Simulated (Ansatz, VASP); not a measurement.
Two plane-wave programs on Si

The input INCAR:

```
PREC = Accurate
ENCUT = 520
EDIFF = 1E-8
ISMEAR = -1
SIGMA = 0.08
LREAL = F
LASPH = T
NELM = 100
ALGO = Normal
ISIF = 2
LWAVE = F
LCHARG = F
LEFG = T
NBANDS = 11
```

Contents of KPOINTS:

```
regular mesh
0
Gamma
  12 12 12
```

POSCAR

```
Si
1.0
    0.0000000000      2.6600366906      2.6600366906
    2.6600366906      0.0000000000      2.6600366906
    2.6600366906      2.6600366906      0.0000000000
Si
2
Direct
    0.5000000000      0.5000000000      0.5000000000
    0.7500000000      0.7500000000      0.7500000000
```

Input for Ansatz:

```yaml
crystal:
  lattice:
    - [0.0, 2.6600366906, 2.6600366906]
    - [2.6600366906, 0.0, 2.6600366906]
    - [2.6600366906, 2.6600366906, 0.0]
  atoms:
    - { symbol: Si, position: [0.5, 0.5, 0.5] }
    - { symbol: Si, position: [0.75, 0.75, 0.75] }
kpoints:
  mp_grid: { grid: [12, 12, 12] }
scf:
  occupations: { method: fermi_dirac, width: 0.08 }
hamiltonian:
  xc: lda
  pseudopotentials: { kind: paw }
output:
  forces: true
  stress: true
  eigenvalues: true
  efg: { contact_densities: true }
  write_density: true
  write_potential: true
  elf: true
  volumetric_format: npy
```

Change from the starting cell: volume scaled by 0.94, PAW files.

Alike in both runs: task electric field gradients; functional LDA; k mesh 12 × 12 × 12; occupations fermi-dirac, width 0.08 eV; no spin polarisation.

|  | VASP | Ansatz |
| --- | --- | --- |
| version | VASP 6.6.1 | Ansatz 0.2.0 |
| potentials or method | VASP PAW LDA potentials, release 64 (Si) | PAW with Ansatz's default frozen-core files, scalar-relativistic |
| plane-wave cutoff (eV) | 520 | 420 |
| valence electrons in the cell | 8 | 8 |

```tsv
	VASP	Ansatz	Ansatz less VASP
pressure (GPa)	4.9	4.9	-0.06
Vzz of the field gradient on the site that differs most (V/Å²)	0.0	0.0	0.00
```
